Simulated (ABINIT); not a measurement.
# Hg (I4/mmm) in ABINIT: reference runs

How does Hg come out in PBE? The cell is run as given and disturbed.

All numbers are computed with ABINIT 10.8.3 (patched build); they aren't measurements. Logs are shortened: lines on timing, memory, paths and dates and some standing lists are left out, and cuts for length are marked. The log counts tension as positive stress, the text compression.

### Step 1. The structure

Symmetry: I4/mmm, No. 139, tetragonal system. Conventional cell: a = 3.753 Å, b = 3.753 Å, c = 3.834 Å, α = 90.00°, β = 90.00°, γ = 90.00°. Hg (site symmetry 4/mmm) has 12 Hg at 3.27 to 3.75 Å as nearest neighbours.

### Step 2. Single point, PBE

The input, run.abi:

```
# Pseudopotentials
pp_dirpath "./"
pseudos "Hg.GGA_PBE-JTH.xml"

# Structure
structure "poscar:POSCAR"
natom 1

# Plane-wave basis
ecut 19.0
pawecutdg 38.0

# k points
kptopt 1
ngkpt 10 10 10
nshiftk 1
shiftk 0.0 0.0 0.0

# Exchange and correlation
ixc 11

# Bands and occupations
nband 10
occopt 3
tsmear 0.00183747

# SCF cycle
nstep 100
tolvrs 1.0e-9

# Output
iomode 3
prtwf 0
prteig 0
prtebands 0
enunit 2
prtden 1
prtvha 1
prtvclmb 1
prtpot 1
```

The input, POSCAR:

```
Hg
1.0
   -1.8767364354      1.8767364354      1.9168448550
    1.8767364354     -1.8767364354      1.9168448550
    1.8767364354      1.8767364354     -1.9168448550
Hg
1
Direct
    0.5000000000      0.5000000000      0.0000000000  Hg
```

Potentials or basis: JTH PAW PBE v2.0.

On the command line:

```console
$ abinit run.abi > log 2>&1
```

run.abo:

```text
.Version 10.8.3 of ABINIT
 Symmetries : space group I4/m m m (#139); Bravais tI (body-center tetrag.)
================================================================================
 Values of the parameters that define the memory need of the present run
     intxc =       0    ionmov =       0      iscf =      17    lmnmax =      18
     lnmax =       6     mgfft =      27  mpssoang =       3    mqgrid =    3001
     natom =       1  nloc_mem =       2    nspden =       1   nspinor =       1
    nsppol =       1      nsym =      16    n1xccc =       1    ntypat =       1
    occopt =       3   xclevel =       2
       mpw =         734          nfft =       19683          nkpt =         102
 PAW method is used; the additional fine FFT grid is defined by:
   mgfftf=        36    nfftf =     46656
================================================================================
================================================================================

--------------------------------------------------------------------------------
------------- Echo of variables that govern the present computation ------------
--------------------------------------------------------------------------------
 -outvars: echo values of preprocessed input variables --------
            acell      1.0000000000E+00  1.0000000000E+00  1.0000000000E+00 Bohr
              amu      2.00590000E+02
             ecut      1.90000000E+01 Hartree
           enunit           2
                       outvar_i_n : Printing only first  50 k-points.
              ixc          11
                       outvar_i_n : Printing only first  50 k-points.
         kptrlatt       10    0    0      0   10    0      0    0   10
          kptrlen      6.18681831E+01
            natom           1
            nband          10
            ngfft          27      27      27
          ngfftdg          36      36      36
             nkpt         102
            nstep         100
             nsym          16
           ntypat           1
                       prtocc : prtvol=0, do not print more k-points.
           occopt           3
        pawecutdg      3.80000000E+01 Hartree
         pawxcdev           0
        prtebands           0
           prteig           0
           prtpot           1
         prtvclmb           1
           prtvha           1
            prtwf           0
            rprim     -3.5465178734E+00  3.5465178734E+00  3.6223118018E+00
                       3.5465178734E+00 -3.5465178734E+00  3.6223118018E+00
                       3.5465178734E+00  3.5465178734E+00 -3.6223118018E+00
          spgroup         139
           tolvrs      1.00000000E-09
           tsmear      1.83747000E-03 Hartree
            typat      1
           useylm           1
                       outvars : Printing only first  50 k-points.
           xangst     -1.2361818906E-18 -5.4520760146E-17  1.9168448550E+00
            xcart     -2.3360452151E-18 -1.0302930485E-16  3.6223118018E+00
             xred      5.0000000000E-01  5.0000000000E-01 -1.4854760899E-17
            znucl       80.00000

================================================================================

 chkinp: Checking input parameters for consistency.

================================================================================
== DATASET  1 ==================================================================

--- !DatasetInfo
iteration_state: {dtset: 1, }
dimensions: {natom: 1, nkpt: 102, mband: 10, nsppol: 1, nspinor: 1, nspden: 1, mpw: 734, }
cutoff_energies: {ecut:  19.0, pawecutdg:  38.0, }
electrons: {nelect:   1.20000000E+01, charge:   0.00000000E+00, occopt:   3.00000000E+00, tsmear:   1.83747000E-03, }
meta: {optdriver: 0, ionmov: 0, optcell: 0, iscf: 17, paral_kgb: 0, }
...

 Exchange-correlation functional for the present dataset will be:
  GGA: Perdew-Burke-Ernzerhof functional - ixc=11
  J.P.Perdew, K.Burke, M.Ernzerhof, PRL 77, 3865 (1996)

 Real(R)+Recip(G) space primitive vectors, cartesian coordinates (Bohr,Bohr^-1):
 R(1)= -3.5465179  3.5465179  3.6223118  G(1)=  0.0000000  0.1409834  0.1380334
 R(2)=  3.5465179 -3.5465179  3.6223118  G(2)=  0.1409834  0.0000000  0.1380334
 R(3)=  3.5465179  3.5465179 -3.6223118  G(3)=  0.1409834  0.1409834  0.0000000
 Unit cell volume ucvol=  1.8224269E+02 bohr^3
 Angles (23,13,12)=  1.10047371E+02  1.10047371E+02  1.08324965E+02 degrees

 Coarse grid specifications (used for wave-functions):

 getcut: wavevector=  0.0000  0.0000  0.0000  ngfft=  27  27  27
         ecut(hartree)=     19.000   => boxcut(ratio)=   2.14419

 Fine grid specifications (used for densities):

 getcut: wavevector=  0.0000  0.0000  0.0000  ngfft=  36  36  36
         ecut(hartree)=     38.000   => boxcut(ratio)=   2.09732

--- Pseudopotential description ------------------------------------------------
- pspini: atom type   1  psp file is ./Hg.GGA_PBE-JTH.xml
 Pseudopotential format is: paw10
 basis_size (lnmax)=  6 (lmn_size= 18), orbitals=   0   0   1   1   2   2
 Spheres core radius: rc_sph= 2.40020299
 Shapefunction is SIN type: shapef(r)=[sin(pi*r/rshp)/(pi*r/rshp)]**2
 Radius for shape functions =  2.25617906
 Compensation charge density is not taken into account in XC energy/potential

   5.13271360E+02                                ecore*ucvol(ha*bohr**3)
--------------------------------------------------------------------------------

[... 7 lines left out ...]

     iter   Etot(hartree)      deltaE(h)  residm     nres2
 ETOT  1  -42.099479895347    -4.210E+01 4.714E-01 4.003E+00
 ETOT  2  -42.247022417704    -1.475E-01 3.466E-02 5.675E+00
 ETOT  3  -42.223491453306     2.353E-02 7.955E-03 1.661E+00
 ETOT  4  -42.221928367582     1.563E-03 4.022E-03 5.813E-01
 ETOT  5  -42.221491611476     4.368E-04 3.753E-03 4.196E-01
 ETOT  6  -42.220013749000     1.478E-03 2.715E-03 8.425E-02
 ETOT  7  -42.220015979230    -2.230E-06 3.251E-03 6.088E-03
 ETOT  8  -42.220053519687    -3.754E-05 1.863E-03 6.988E-03
 ETOT  9  -42.220103874582    -5.035E-05 1.455E-03 4.305E-02
 ETOT 10  -42.220045932511     5.794E-05 7.057E-04 7.381E-03
 ETOT 11  -42.220037789082     8.143E-06 5.013E-04 1.257E-03
 ETOT 12  -42.220036830532     9.586E-07 2.202E-04 6.744E-06
 ETOT 13  -42.220037368454    -5.379E-07 2.067E-04 7.861E-06
 ETOT 14  -42.220037365227     3.228E-09 1.475E-04 2.242E-06
 ETOT 15  -42.220037361392     3.835E-09 2.120E-04 1.219E-07
 ETOT 16  -42.220037361990    -5.981E-10 1.373E-04 1.065E-08
 ETOT 17  -42.220037364038    -2.048E-09 2.016E-04 8.339E-07
 ETOT 18  -42.220037363618     4.202E-10 1.198E-04 7.909E-07
 ETOT 19  -42.220037362353     1.265E-09 1.791E-04 2.456E-07
 ETOT 20  -42.220037362103     2.500E-10 9.892E-05 8.223E-08
 ETOT 21  -42.220037361959     1.445E-10 1.502E-04 4.531E-09
 ETOT 22  -42.220037361996    -3.761E-11 7.811E-05 4.255E-09
 ETOT 23  -42.220037361989     6.906E-12 1.201E-04 4.426E-10

 At SCF step   23       nres2   =  4.43E-10 < tolvrs=  1.00E-09 =>converged.

 Cartesian components of stress tensor (hartree/bohr^3)
  sigma(1 1)= -4.62143781E-05  sigma(3 2)=  0.00000000E+00
  sigma(2 2)= -4.62143781E-05  sigma(3 1)=  0.00000000E+00
  sigma(3 3)= -5.27971496E-05  sigma(2 1)=  0.00000000E+00

--- !ResultsGS
iteration_state: {dtset: 1, }
comment   : Summary of ground state results
lattice_vectors:
- [ -3.5465179,   3.5465179,   3.6223118, ]
- [  3.5465179,  -3.5465179,   3.6223118, ]
- [  3.5465179,   3.5465179,  -3.6223118, ]
lattice_lengths: [   6.18682,    6.18682,    6.18682, ]
lattice_angles: [110.047, 110.047, 108.325, ] # degrees, (23, 13, 12)
lattice_volume:   1.8224269E+02
convergence: {deltae:  6.906E-12, res2:  4.426E-10, residm:  1.201E-04, diffor: null, }
etotal    :  -4.22200374E+01
entropy   :   0.00000000E+00
fermie    :   1.23965565E-01
cartesian_stress_tensor: # hartree/bohr^3
- [ -4.62143781E-05,   0.00000000E+00,   0.00000000E+00, ]
- [  0.00000000E+00,  -4.62143781E-05,   0.00000000E+00, ]
- [  0.00000000E+00,   0.00000000E+00,  -5.27971496E-05, ]
pressure_GPa:   1.4242E+00
xred      :
- [  5.0000E-01,   5.0000E-01,  -1.4855E-17, Hg]
cartesian_forces: # hartree/bohr
- [ -0.00000000E+00,  -0.00000000E+00,  -0.00000000E+00, ]
force_length_stats: {min:   0.00000000E+00, max:   0.00000000E+00, mean:   0.00000000E+00, }
...

 Integrated electronic density in atomic spheres:
 ------------------------------------------------
 Atom  Sphere_radius  Integrated_density
    1        2.40020          9.94025985

================================================================================

 ----iterations are completed or convergence reached----

 Mean square residual over all n,k,spin=   24.959E-08; max=  12.006E-05
 reduced coordinates (array xred) for    1 atoms
       0.500000000000      0.500000000000     -0.000000000000
 rms dE/dt=  0.0000E+00; max dE/dt=  0.0000E+00; dE/dt below (all hartree)
    1       0.000000000000      0.000000000000      0.000000000000

 cartesian coordinates (angstrom) at end:
    1     -0.00000000000000    -0.00000000000000     1.91684485500000

 cartesian forces (hartree/bohr) at end:
    1     -0.00000000000000    -0.00000000000000    -0.00000000000000
 frms,max,avg= 0.0000000E+00 0.0000000E+00   0.000E+00  0.000E+00  0.000E+00 h/b

 cartesian forces (eV/Angstrom) at end:
    1     -0.00000000000000    -0.00000000000000    -0.00000000000000
 frms,max,avg= 0.0000000E+00 0.0000000E+00   0.000E+00  0.000E+00  0.000E+00 e/A
 length scales=  1.000000000000  1.000000000000  1.000000000000 bohr
              =  0.529177210544  0.529177210544  0.529177210544 angstroms
 Fermi (or HOMO) energy (hartree) =   0.12397   Average Vxc (hartree)=  -0.35381
 Eigenvalues (hartree) for nkpt= 102  k points:
 kpt#   1, nband= 10, wtk=  0.00100, kpt=  0.0000  0.0000  0.0000 (reduced coord)
  -0.16844   -0.12095   -0.12095   -0.11928   -0.09612   -0.09436    0.65211    0.65529
   0.65529    0.65547
      occupation numbers for kpt#   1
   2.00000    2.00000    2.00000    2.00000    2.00000    2.00000    0.00000    0.00000
   0.00000    0.00000
 prteigrs : prtvol=0 or 1, do not print more k-points.

 Fermi (or HOMO) energy (eV) =   3.37327   Average Vxc (eV)=  -9.62756
 Eigenvalues (   eV  ) for nkpt= 102  k points:
 kpt#   1, nband= 10, wtk=  0.00100, kpt=  0.0000  0.0000  0.0000 (reduced coord)
  -4.58339   -3.29115   -3.29115   -3.24574   -2.61542   -2.56760   17.74479   17.83134
  17.83134   17.83631
 prteigrs : prtvol=0 or 1, do not print more k-points.

--- !EnergyTerms
iteration_state     : {dtset: 1, }
comment             : Components of total free energy in Hartree
kinetic             :  1.01630519683398E+01
hartree             :  7.58301378309146E+00
xc                  : -3.22953215094794E+00
Ewald energy        : -3.66813984013769E+01
psp_core            :  2.81641665691023E+00
local_psp           : -2.32386787443057E+01
PAW spherical_terms :  3.67141604681559E-01
internal            : -4.22199852836075E+01
'-kT*entropy'       : -7.83382809722769E-05
total_energy        : -4.22200636218885E+01
total_energy_eV     : -1.14886645854510E+03
...

--- !EnergyTermsDC
iteration_state     : {dtset: 1, }
comment             : '"Double-counting" decomposition of free energy'
band_energy         : -1.07323216046706E+00
Ewald energy        : -3.66813984013769E+01
psp_core            :  2.81641665691023E+00
xc_dc               : -6.89354505866805E+00
PAW spherical_terms : -3.88200060106541E-01
internal            : -4.22199590237083E+01
'-kT*entropy'       : -7.83382809722769E-05
total_energy_dc     : -4.22200373619893E+01
total_energy_dc_eV  : -1.14886574397684E+03
...

--- !EnergyTermsWithPAWCore
iteration_state     : {dtset: 1, }
comment             : 'Components of total free energy, including PAW core contributions'
Total energy        : -1.96227181414129E+04
Total energy DC     : -1.96227181151530E+04
Total energy (eV)   : -5.33961362542004E+05
Total energy DC (eV): -5.33961361827436E+05
...

 Cartesian components of stress tensor (hartree/bohr^3)
  sigma(1 1)= -4.62143781E-05  sigma(3 2)=  0.00000000E+00
  sigma(2 2)= -4.62143781E-05  sigma(3 1)=  0.00000000E+00
  sigma(3 3)= -5.27971496E-05  sigma(2 1)=  0.00000000E+00

-Cartesian components of stress tensor (GPa)         [Pressure=  1.4242E+00 GPa]
- sigma(1 1)= -1.35967395E+00  sigma(3 2)=  0.00000000E+00
- sigma(2 2)= -1.35967395E+00  sigma(3 1)=  0.00000000E+00
- sigma(3 3)= -1.55334577E+00  sigma(2 1)=  0.00000000E+00

== END DATASET(S) ==============================================================
================================================================================

 -outvars: echo values of variables after computation  --------
            acell      1.0000000000E+00  1.0000000000E+00  1.0000000000E+00 Bohr
           etotal     -4.2220037362E+01
            fcart     -0.0000000000E+00 -0.0000000000E+00 -0.0000000000E+00
            rprim     -3.5465178734E+00  3.5465178734E+00  3.6223118018E+00
                       3.5465178734E+00 -3.5465178734E+00  3.6223118018E+00
                       3.5465178734E+00  3.5465178734E+00 -3.6223118018E+00
           strten     -4.6214378117E-05 -4.6214378117E-05 -5.2797149598E-05
                       0.0000000000E+00  0.0000000000E+00  0.0000000000E+00
           xangst     -1.2361818906E-18 -5.4520760146E-17  1.9168448550E+00
             xred      5.0000000000E-01  5.0000000000E-01 -1.4854760899E-17
 Calculation completed.
```

It took 37 s on 1 thread of Arm Neoverse V2, shared host; peak memory 0.12 GiB.

Results:

- Free energy: -1148.8657 eV
- Pressure: 1.4 GPa
- Band gap on the k mesh: none (metal or under the smearing width)
- Valence electrons inside the program's atomic spheres: Hg 9.94 (radii [1.2701] Å)

The run has no spin-orbit coupling, so splittings on Hg are missing.

### Step 3. Single point, PBE (cell strained at random at fixed volume)

The input, run.abi:

```
pp_dirpath "./"
pseudos "Hg.GGA_PBE-JTH.xml"

acell 3.2858109053 3.2876322618 3.3067938888 Angstrom
rprim
    -0.5821874889     0.5648779110     0.5847825865
     0.5703216938    -0.5766481312     0.5849872634
     0.5720380718     0.5668514770    -0.5928337435
ntypat 1
znucl 80
natom 1
typat 1
xred
     0.4987490000     0.4934840000    -0.0048490000
chkprim 0
chksymtnons 0
tolsym 1.0e-6

ecut 19.0
pawecutdg 38.0

kptopt 1
ngkpt 10 10 10
nshiftk 1
shiftk 0.0 0.0 0.0

ixc 11

nband 10
occopt 3
tsmear 0.00183747

nstep 100
tolvrs 1.0e-9

iomode 3
prtwf 0
prteig 0
prtebands 0
enunit 1
prtden 1
prtvha 1
prtvclmb 1
prtpot 1
```

Potentials or basis: JTH PAW PBE v2.0.

On the command line:

```console
$ abinit run.abi > log 2>&1
```

run.abo:

```text
.Version 10.8.3 of ABINIT
 Symmetries : space group P-1 (#  2); Bravais aP (primitive triclinic)
================================================================================
 Values of the parameters that define the memory need of the present run
     intxc =       0    ionmov =       0      iscf =      17    lmnmax =      18
     lnmax =       6     mgfft =      27  mpssoang =       3    mqgrid =    3001
     natom =       1  nloc_mem =       2    nspden =       1   nspinor =       1
    nsppol =       1      nsym =       2    n1xccc =       1    ntypat =       1
    occopt =       3   xclevel =       2
       mpw =         735          nfft =       19683          nkpt =         504
 PAW method is used; the additional fine FFT grid is defined by:
   mgfftf=        36    nfftf =     46656
================================================================================
================================================================================

--------------------------------------------------------------------------------
------------- Echo of variables that govern the present computation ------------
--------------------------------------------------------------------------------
 -outvars: echo values of preprocessed input variables --------
            acell      6.2092827125E+00  6.2127245775E+00  6.2489348047E+00 Bohr
              amu      2.00590000E+02
          chkprim           0
      chksymtnons           0
             ecut      1.90000000E+01 Hartree
           enunit           1
                       outvar_i_n : Printing only first  50 k-points.
              ixc          11
                       outvar_i_n : Printing only first  50 k-points.
         kptrlatt       10    0    0      0   10    0      0    0   10
          kptrlen      6.08040188E+01
            natom           1
            nband          10
[... 203 lines left out ...]
PAW spherical_terms : -3.88254494824278E-01
internal            : -4.22199605655096E+01
'-kT*entropy'       : -6.74373106065647E-05
total_energy_dc     : -4.22200280028202E+01
total_energy_dc_eV  : -1.14886548930087E+03
...

--- !EnergyTermsWithPAWCore
iteration_state     : {dtset: 1, }
comment             : 'Components of total free energy, including PAW core contributions'
Total energy        : -1.96227180895239E+04
Total energy DC     : -1.96227181057938E+04
Total energy (eV)   : -5.33961361130034E+05
Total energy DC (eV): -5.33961361572760E+05
...

 Cartesian components of stress tensor (hartree/bohr^3)
  sigma(1 1)= -4.85223016E-05  sigma(3 2)= -4.60648419E-06
  sigma(2 2)= -4.10643807E-05  sigma(3 1)= -4.67910624E-06
  sigma(3 3)= -5.13600527E-05  sigma(2 1)= -1.35494524E-06

-Cartesian components of stress tensor (GPa)         [Pressure=  1.3823E+00 GPa]
- sigma(1 1)= -1.42757540E+00  sigma(3 2)= -1.35527444E-01
- sigma(2 2)= -1.20815579E+00  sigma(3 1)= -1.37664058E-01
- sigma(3 3)= -1.51106492E+00  sigma(2 1)= -3.98638651E-02

== END DATASET(S) ==============================================================
================================================================================

 -outvars: echo values of variables after computation  --------
            acell      6.2092827125E+00  6.2127245775E+00  6.2489348047E+00 Bohr
           etotal     -4.2220028003E+01
            fcart     -0.0000000000E+00 -0.0000000000E+00 -0.0000000000E+00
            rprim     -5.8218748890E-01  5.6487791100E-01  5.8478258650E-01
                       5.7032169380E-01 -5.7664813120E-01  5.8498726340E-01
                       5.7203807180E-01  5.6685147700E-01 -5.9283374350E-01
           strten     -4.8522301571E-05 -4.1064380734E-05 -5.1360052729E-05
                      -4.6064841879E-06 -4.6791062413E-06 -1.3549452364E-06
           xangst     -3.7971868167E-02 -1.8920641417E-02  1.9169243789E+00
             xred      4.9874900000E-01  4.9348400000E-01 -4.8490000000E-03
 Calculation completed.
```

It took 3 min on 1 thread of Arm Neoverse V2, shared host; peak memory 0.25 GiB.

What came out:

```
Free energy                                           : -1148.8655 eV
Pressure                                              : 1.4 GPa
Band gap on the k mesh                                : none (metal or under the smearing width)
Valence electrons inside the program's atomic spheres : Hg 9.94 (radii [1.2701] Å)
```

Stress tensor (GPa, compression positive):
```
1.43 0.04 0.14
0.04 1.21 0.14
0.14 0.14 1.51
```

Levels at points of the mesh, in eV from the Fermi level:
| k point | band 2 | band 3 | band 4 | band 5 | band 6 | band 7 | band 8 | band 9 | band 10 |
| --- | --- | --- | --- | --- | --- | --- | --- | --- | --- |
| (0.00, 0.00, 0.00) | -6.74 | -6.66 | -6.59 | -6.01 | -5.95 | 13.86 | 14.08 | 14.71 | 14.73 |
| (0.50, 0.00, 0.00) | -6.97 | -6.07 | -5.96 | -5.46 | -1.35 | -0.74 | 8.66 | 9.69 | 13.45 |
| (0.00, 0.50, 0.00) | -6.95 | -6.09 | -5.98 | -5.46 | -1.42 | -0.78 | 8.82 | 9.86 | 13.64 |
| (0.50, 0.50, 0.00) | -7.06 | -5.98 | -5.91 | -5.49 | -1.49 | -0.78 | 8.41 | 9.65 | 13.07 |
| (0.00, 0.00, 0.50) | -7.03 | -6.00 | -5.94 | -5.46 | -1.30 | -0.70 | 8.42 | 9.37 | 13.11 |
| (0.50, 0.00, 0.50) | -7.00 | -6.05 | -5.93 | -5.51 | -1.73 | -0.91 | 8.99 | 10.13 | 13.74 |
| (0.00, 0.50, 0.50) | -7.03 | -6.03 | -5.92 | -5.51 | -1.68 | -0.89 | 8.85 | 9.96 | 13.56 |
| (0.50, 0.50, 0.50) | -7.18 | -5.65 | -5.62 | -5.53 | 2.30 | 3.46 | 3.91 | 4.12 | 9.54 |

The run has no spin-orbit coupling, so splittings on Hg are missing.
